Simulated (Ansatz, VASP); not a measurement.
One calculation of Os, two programs

```
Os
1.0
     2.67829    0.00000    0.00000
    -1.33914    2.31946    0.00000
     0.00000    0.00000    4.23152
Os
2
Direct
  0.33333 0.66667 0.25000
  0.66667 0.33333 0.75000
```

Change from the starting cell: volume scaled by 0.94.

Alike in both runs: task single point; functional PBEsol; k mesh 17 × 17 × 10; occupations fermi-dirac, width 0.08 eV; no spin polarisation.

|  | VASP | Ansatz |
| --- | --- | --- |
| version | VASP 6.6.1 | Ansatz 0.2.0 |
| potentials or method | VASP PAW PBE potentials, release 64 (Os), cutoff 520 eV | all-electron LAPW, scalar-relativistic |

Ansatz gave:

* pressure (GPa): 27.3
* largest component of the traceless stress (GPa): 0.98

Q: Estimate VASP's values.

A: Pressure (GPa): 28.8; largest component of the traceless stress (GPa): 0.93.

Ansatz ran all-electron here, so the differences hold the error of VASP's frozen core and of both bases.

Caveats: so large a pressure means that the cell lies far from this level's equilibrium, or that cutoff or potentials fall short (VASP); the potentials were made for another functional, which shifts forces and pressure (VASP). Spin-orbit coupling is left out, which matters for the levels of Os.
